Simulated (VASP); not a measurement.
Crystal: Ni.

```
Ni
1.0
     0.00000    1.73757    1.73757
     1.73757    0.00000    1.73757
     1.73757    1.73757    0.00000
Ni
1
Direct
  0.00000 0.00000 0.00000
```

```yaml
Program: VASP 6.6.1
Task: relaxation of cell and atoms
Functional: PBEsol
Dispersion: D3
Potentials_or_basis: VASP PAW PBE potentials, release 64 (Ni)
Cutoff: 600 eV
k_mesh: 13 × 13 × 13
Occupations: fermi-dirac, width 0.05 eV
Spin: collinear spin, ferromagnetic start
Starting_moments: "[1.0] μB"
```

At the start: pressure -8.9 GPa; volume 10.49 Å³/atom.

How do energy, volume and symmetry change on relaxing?

Over 3 steps the energy falls by 11.9 meV/atom and the volume is 10.08 Å³/atom (-3.9 %); space group Fm-3m (No. 225, to 0.05 Å); moment 0.62 μB per cell.

The path:
| step | energy change (eV) | largest force (eV/Å) | pressure (GPa) | volume (Å³) |
| --- | --- | --- | --- | --- |
| 1 | 0.0000 | 0.0000 | -8.88 | 10.49 |
| 2 | 0.0047 | 0.0000 | 12.53 | 9.63 |
| 3 | -0.0119 | 0.0000 | -0.05 | 10.08 |

Final structure:
```xyz
1
Lattice="0.0000 1.7147 1.7147 1.7147 0.0000 1.7147 1.7147 1.7147 0.0000" Properties=species:S:1:pos:R:3 pbc="T T T"
Ni    0.0000    0.0000    0.0000
```

Caveat: the PAW data sets were made with another functional, which shifts forces and pressure a little; pairwise dispersion overbinds metals, which lowers pressure and volume.
